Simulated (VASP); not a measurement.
Wanted: the native input for a VASP 6.6.1 run.

| Item | Value |
| --- | --- |
| Task | single point |
| Functional | PBE |
| Potentials or basis | VASP PAW PBE potentials, release 64 (K_sv, F) |
| Cutoff | 520 eV |
| k mesh | 8 × 8 × 8 |
| Occupations | gaussian, width 0.05 eV |
| Spin | no spin polarisation |
| Dipole correction | no |
| Further INCAR settings | ALGO = Normal; EDIFF = 1e-06; NBANDS = 15 |

The structure of KF lies in POSCAR:

```
KF
1.0
   -0.0876630241      2.7100930641      2.7100930641
    2.7100930641     -0.0876630241      2.7100930641
    2.7100930641      2.7100930641     -0.0876630241
K F
1 1
Direct
    0.0000000000      0.0000000000      0.0000000000
    0.5000000000      0.5000000000      0.5000000000
```

The cell isn't the ideal one: volume 20.870 Å^3 an atom, length along [111] over the lengths across it, relative to the cubic cell 0.9530.

The input as run:

INCAR

```
ALGO     = Normal         # electronic algorithm
EDIFF    = 1E-6           # SCF threshold, eV
ENCUT    = 520            # plane-wave cutoff, eV
GGA      = PE             # functional
ISIF     = 2              # what is computed and relaxed
ISMEAR   = 0              # smearing method
LASPH    = True           # aspherical terms in the spheres
LCHARG   = False          # write CHGCAR
LREAL    = False          # projectors in reciprocal space
LWAVE    = False          # write WAVECAR
NBANDS   = 15             # bands
NELM     = 100            # most SCF steps
PREC     = Accurate       # precision mode
SIGMA    = 0.05           # smearing width, eV
```

KPOINTS

```
k-points
0
Gamma
  8 8 8
```

Potentials or basis: VASP PAW PBE potentials, release 64 (K_sv, F).

Command:

```sh
$ cat potpaw_PBE.64/K_sv/POTCAR potpaw_PBE.64/F/POTCAR > POTCAR
$ mpirun -np 1 vasp_std > vasp.out
```

It gave:

* Pressure: -1.3 GPa
* Band gap on the k mesh: 5.68 eV, direct

Run time: 44 s on 1 thread of Intel(R) Xeon(R) Platinum 8259CL CPU @ 2.50GHz (Skylake/Cascade Lake), with other jobs on the host, peak memory 0.19 GiB.
